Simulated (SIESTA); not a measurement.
The system is Bi.

```xyz
1
Lattice="-1.9939 2.0397 2.0092 1.9723 -1.9601 1.9080 1.9977 1.9640 -1.9296" Properties=species:S:1:pos:R:3 pbc="T T T"
Bi    0.0083   -0.0005   -0.0022
```

The cell isn't the ideal one: cell strained at random at fixed volume.

```yaml
Program: SIESTA 5.4.2
Task: relaxation of cell and atoms
Functional: optB88-vdW
Potentials_or_basis: PseudoDojo 0.4 standard (PBE files)
Basis: SZP (energy shift 0.003 Ry)
Grid_cutoff: 500 Ry
Energy_shift: 0.003 Ry
k_mesh: 9 × 9 × 9
Occupations: fermi-dirac, width 0.05 eV
Spin: no spin polarisation
```

At the start: pressure 3.1 GPa; volume 31.12 Å³/atom.

Q: How do energy, volume and symmetry change on relaxing?

A: Over 6 steps the energy falls by 20.4 meV/atom and the volume is 32.85 Å³/atom (+5.6 %); space group I4/mmm (No. 139, to 0.05 Å).

The path:
| step | energy change (eV) | largest force (eV/Å) | pressure (GPa) | volume (Å³) |
| --- | --- | --- | --- | --- |
| 1 | 0.0000 | 0.0017 | 3.05 | 31.12 |
| 2 | -0.0010 | 0.0016 | 2.96 | 31.16 |
| 3 | -0.0194 | 0.0002 | 0.08 | 32.77 |
| 4 | -0.0195 | 0.0002 | -0.02 | 32.84 |
| 5 | -0.0202 | 0.0004 | -0.19 | 32.95 |
| 6 | -0.0204 | 0.0003 | -0.04 | 32.85 |

Final structure:
```cif
data_structure
_symmetry_space_group_name_H-M 'P 1'
_symmetry_Int_Tables_number 1
_cell_length_a 3.4977
_cell_length_b 3.4920
_cell_length_c 3.4953
_cell_angle_alpha 109.150
_cell_angle_beta 109.231
_cell_angle_gamma 110.060
_cell_volume 32.85
loop_
_atom_site_label
_atom_site_type_symbol
_atom_site_fract_x
_atom_site_fract_y
_atom_site_fract_z
_atom_site_occupancy
Bi1 Bi 0.99924 0.00170 0.00215 1
```

Caveat: the potentials were made for another functional, which shifts forces and pressure; the basis of atomic orbitals isn't converged, which shifts pressures, moduli and gaps.
